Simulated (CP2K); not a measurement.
**PbSe (Clausthalite) under changes of volume**

One of the cells (28.671 Å³/atom); the others are scaled copies at fixed shape and fractional positions:

```xyz
2
Lattice="4.3284 0.0000 0.0000 2.1642 3.7485 0.0000 2.1642 1.2495 3.5341" Properties=species:S:1:pos:R:3 pbc="T T T"
Pb    0.0000    0.0000    0.0000
Se    4.3284    2.4990    1.7671
```

| Item | Value |
| --- | --- |
| Program | CP2K 2026.2 |
| Functional | PBEsol |
| Potentials or basis | POTENTIAL_UZH Pb GTH-PBE-q4, Se GTH-PBE-q6; TZVP-MOLOPT-PBE-GTH basis |
| Density cutoff | 6123 eV |
| k mesh | 8 × 8 × 8 |
| Occupations | fermi-dirac, width 0.05 eV |
| Spin | no spin polarisation |

```tsv
volume (Å³/atom)	energy over the lowest point (meV/atom)	pressure (GPa)	gap on the mesh (eV)
26.951	?	?	?
27.524	23.89	4.1	0.14
28.097	11.60	2.8	0.06
28.671	3.81	1.6	0.02
29.244	0.06	0.5	0.09
29.818	0.00	-0.5	0.15
30.391	3.29	-1.4	0.21
```

Q: What does the run at 26.951 Å³/atom give?

A: Energy over the lowest point 41.26 meV/atom; pressure 5.6 GPa; gap on the mesh 0.22 eV.

Worked out: A Birch-Murnaghan fit of order 3 (a polynomial in V^(-2/3)) to the other rows has its minimum at 29.54 Å³/atom with B0 = V·E''(V) = 50 GPa and B' = 4.0. It gives 41.11 meV/atom at 26.951 Å³/atom, against the run's 41.26, and -dE/dV = 5.6 GPa, against 5.6.

Energies are extrapolated to zero smearing.

Caveats: the potentials were made for another functional, which shifts forces and pressure; spin-orbit coupling is left out, which as a rule narrows the gap of such compounds by several tenths of an eV; the basis of atomic orbitals isn't converged, which shifts pressures, moduli and gaps.

A mesh can miss the band edges.
